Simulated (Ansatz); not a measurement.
CsBr in the CsCl-type structure, relaxed with r2SCAN, was run in the PAW code Ansatz under altered settings. All numbers are computed, without spin polarisation but where a row says otherwise.

```xyz
2
Lattice="4.3194 0.0000 0.0000 0.0000 4.3194 0.0000 0.0000 0.0000 4.3194" Properties=species:S:1:pos:R:3 pbc="T T T"
Cs    0.0000    0.0000    0.0000
Br    2.1597    2.1597    2.1597
```

The base run's other keys:
```yaml
kpoints:
  mp_grid: { grid: [4, 4, 4] }
hamiltonian:
  xc: hse06
scf:
  occupations: { method: fixed }
  n_extra_bands: 4
```

It takes 11 iterations with 1575 plane waves at 420 eV and 10 k points, and leaves a mean stress of +0.39 GPa. The gap over this mesh is 5.611 eV. It ran on 4 threads of Arm Neoverse N1, with other jobs on the host.

Outcomes, with energy and stress as changes against the base:
```csv
setting,outcome,ΔF (meV/atom),Δ mean stress (GPa),gap on the mesh (eV),iterations,wall time
hamiltonian.xc: hiss,refused,–,–,–,–,2.7 s
"PBE hybrid, exx coeff 0.15, omega 0.3 1/Å",converged,–,+0.1,5.003,10,15 s
scf.exx.ecutfock_ratio: 2,converged,0.0,0.0,5.611,11,13 s
"PBE hybrid, exx coeff 0.5, omega 0.5 1/Å",converged,–,-0.2,5.656,12,16 s
basis.ecutwfc: 500,converged,-1.4,0.0,5.612,11,17 s
```
A dash marks a value that wasn't obtained or can't be compared. Stress is positive in compression. The base took 15 s.

- hamiltonian.xc: hiss. It is rejected at once. Error: inconsistent input (scf.exx.singularity, hamiltonian.xc): left to auto with a screened hybrid — auto would keep the own limit of the kernel of several ranges that all end (none), and with it the interaction's periodic images, which move energies and levels by what the mesh and the cell leave; type `singularity […]
- PBE hybrid, exx coeff 0.15, omega 0.3 1/Å. That is 15 % exact exchange, screened with ω = 0.3 1/Å, against HSE06's 25 % screened at 0.208 1/Å. The mean stress moves by +0.1 GPa and the gap on the mesh by -0.609 eV (to 5.003). Totals of different functionals aren't comparable.
- PBE hybrid, exx coeff 0.5, omega 0.5 1/Å. That is 50 % exact exchange, screened with ω = 0.5 1/Å, against HSE06's 25 % screened at 0.208 1/Å. The mean stress moves by -0.2 GPa and the gap on the mesh by +0.045 eV (to 5.656). Totals of different functionals aren't comparable.
- basis.ecutwfc: 500. 2103 plane waves in place of 1575. The free energy moves by -1.4 meV an atom, the mean stress by 0.0 GPa and the gap on the mesh by 0.000 eV (to 5.612). The base cutoff was converged to that degree.

Within 1 meV an atom, 0.1 GPa and 0.005 eV of the base stay: scf.exx.ecutfock_ratio: 2.

Spin-orbit coupling is left out.

The program warns that its thresholds are loose for a hybrid's stress.

The meshes of the hybrids are coarse, so their gaps aren't converged to the digits shown.
